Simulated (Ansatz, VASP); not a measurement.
## One calculation of Ta, two programs

Contents of POSCAR:

```
Ta
1.0
   -1.6522866616      1.6522866616      1.6522866616
    1.6522866616     -1.6522866616      1.6522866616
    1.6522866616      1.6522866616     -1.6522866616
Ta
1
Direct
    0.0000000000      0.0000000000      0.0000000000
```

Contents of INCAR.step1:

```
SYSTEM = Ta
  ALGO = Normal
  EDIFF = 1E-4
  ENCUT = 520
  GGA = PE
  ISMEAR = 0
  LASPH = .TRUE.
  LCHARG = .FALSE.
  LREAL = .FALSE.
  LWAVE = .TRUE.
  NBANDS = 12
  NELM = 60
  PREC = Accurate
  SIGMA = 0.1
```

Contents of INCAR.step2:

```
SYSTEM = Ta
  ALGO = Normal
  EDIFF = 1E-6
  ENCUT = 520
  ISIF = 2
  ISMEAR = 0
  ISTART = 1
  LASPH = .TRUE.
  LCHARG = .FALSE.
  LMIXTAU = .TRUE.
  LREAL = .FALSE.
  LWAVE = .FALSE.
  METAGGA = R2SCAN
  NBANDS = 12
  NELM = 60
  PREC = Accurate
  SIGMA = 0.1
```

Contents of KPOINTS:

```
k-points
0
G
  18 18 18
  0 0 0
```

Input for Ansatz:

```yaml
crystal:
  lattice:
    - [-1.6522866616, 1.6522866616, 1.6522866616]
    - [1.6522866616, -1.6522866616, 1.6522866616]
    - [1.6522866616, 1.6522866616, -1.6522866616]
  atoms:
    - { symbol: Ta, position: [0.0, 0.0, 0.0] }
basis:
  ecutwfc: 500
kpoints:
  mp_grid: { grid: [18, 18, 18] }
  band_path:
    path:
      - [[0.0, 0.0, 0.0], [0.5, -0.5, 0.5], [0.0, 0.0, 0.5], [0.0, 0.0, 0.0], [0.25, 0.25, 0.25], [0.5, -0.5, 0.5]]
      - [[0.25, 0.25, 0.25], [0.0, 0.0, 0.5]]
    npoints: 14
hamiltonian:
  xc: r2scan
scf:
  occupations: { method: gaussian, width: 0.1 }
  n_extra_bands: 6
output:
  forces: true
  stress: true
  eigenvalues: true
  populations: true
  dos: { projected: true, de: 0.02, nscf_kmesh: { grid: [27, 27, 27] } }
  bader: true
  write_density: true
  write_potential: true
  elf: true
  volumetric_format: npy
```

Alike in both runs: task single point; functional r2SCAN; k mesh 18 × 18 × 18; occupations gaussian, width 0.1 eV; no spin polarisation.

|  | VASP | Ansatz |
| --- | --- | --- |
| version | VASP 6.6.1 | Ansatz 0.2.0 |
| potentials or method | VASP PAW PBE potentials, release 64 (Ta_pv) | scalar-relativistic, plane waves, PAW |
| plane-wave cutoff (eV) | 520 | 500 |
| valence electrons in the cell | 11 | 13 |

```csv
,VASP,Ansatz,Ansatz less VASP
gap on the k mesh at the Fermi level (eV),none,none,-
pressure (GPa),0.6,0.0,-0.65
```

A gap of «none» marks a metal or a gap that the smearing closes. The two sets of potentials don't hold the same shells in valence.

Caveats: the PAW data sets were made with another functional, which shifts forces and pressure a little (VASP). The runs have no spin-orbit coupling, so splittings on Ta are missing.
